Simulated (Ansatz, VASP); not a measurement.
# HfO2: VASP beside Ansatz

The input INCAR:

```
SYSTEM = HfO2
PREC = Accurate
ENCUT = 520
EDIFF = 1E-6
ISMEAR = -1
SIGMA = 0.05
LREAL = .FALSE.
LASPH = .TRUE.
NELM = 60
ALGO = Normal
ISIF = 2
LWAVE = .FALSE.
LCHARG = .FALSE.
NBANDS = 31
```

The input KPOINTS:

```
regular mesh
0
G
  8 8 5
  0 0 0
```

Contents of POSCAR:

```
HfO2
1.0
    3.5580193300      0.0000000000      0.0000000000
    0.0000000000      3.5580193300      0.0000000000
    0.0000000000      0.0000000000      5.1718612100
Hf O
2 4
Direct
    0.0000000000      0.0000000000      0.0000000000
    0.5000000000      0.5000000000      0.5000000000
    0.0000000000      0.5000000000      0.1972078800
    0.5000000000      0.0000000000      0.3027921200
    0.5000000000      0.0000000000      0.8027921200
    0.0000000000      0.5000000000      0.6972078800
```

File input.yaml:

```yaml
crystal:
  lattice:
    - [3.55801933, 0.0, 0.0]
    - [0.0, 3.55801933, 0.0]
    - [0.0, 0.0, 5.17186121]
  atoms:
    - { symbol: Hf, position: [0.0, 0.0, 0.0] }
    - { symbol: Hf, position: [0.5, 0.5, 0.5] }
    - { symbol: O, position: [0.0, 0.5, 0.19720788] }
    - { symbol: O, position: [0.5, 0.0, 0.30279212] }
    - { symbol: O, position: [0.5, 0.0, 0.80279212] }
    - { symbol: O, position: [0.0, 0.5, 0.69720788] }
kpoints:
  mp_grid: { grid: [8, 8, 5] }
  band_path:
    path:
      - [0.0, 0.0, 0.0]
      - [0.0, 0.5, 0.0]
      - [0.5, 0.5, 0.0]
      - [0.0, 0.0, 0.0]
      - [0.0, 0.0, 0.5]
      - [0.0, 0.5, 0.5]
      - [0.5, 0.5, 0.5]
      - [0.0, 0.0, 0.5]
    npoints: 12
scf:
  occupations: { method: fermi_dirac, width: 0.05 }
hamiltonian:
  xc: lda
  pseudopotentials: { kind: all_electron, lapw: { basis_error: 0.002 } }
output:
  forces: true
  stress: true
  eigenvalues: true
```

Alike in both runs: functional LDA; k mesh 8 × 8 × 5; occupations fermi-dirac, width 0.05 eV; no spin polarisation.

|  | VASP | Ansatz |
| --- | --- | --- |
| version | VASP 6.6.1 | Ansatz 0.2.0 |
| potentials or method | VASP PAW LDA potentials, release 64 (Hf_pv, O) | all-electron LAPW, scalar-relativistic |
| plane-wave cutoff (eV) | 520 | see its input |
| task | single point | band structure |

VASP gave:

- gap on the k mesh at the Fermi level (eV): 4.56
- least direct gap on the mesh (eV): 4.63
- pressure (GPa): -7.4
- largest component of the traceless stress (GPa): 0.28
- rms of the force components (eV/Å): 0.000

Question: What did Ansatz give for the same quantities?

Answer: gap on the k mesh at the Fermi level (eV): 4.56; least direct gap on the mesh (eV): 4.62; pressure (GPa): -4.6; largest component of the traceless stress (GPa): 0.30; rms of the force components (eV/Å): 0.015.

Atom by atom the forces differ by 0.014 eV/Å (rms over components). Ansatz ran all-electron here, so the differences hold the error of VASP's frozen core and of both bases.

Caveats: spin-orbit coupling is left out, which moves the levels of the heavy elements; an odd mesh through Γ misses points on the zone boundary, where band edges often lie (VASP). Expect the measured gap to be larger: semilocal functionals such as LDA lack the derivative discontinuity.
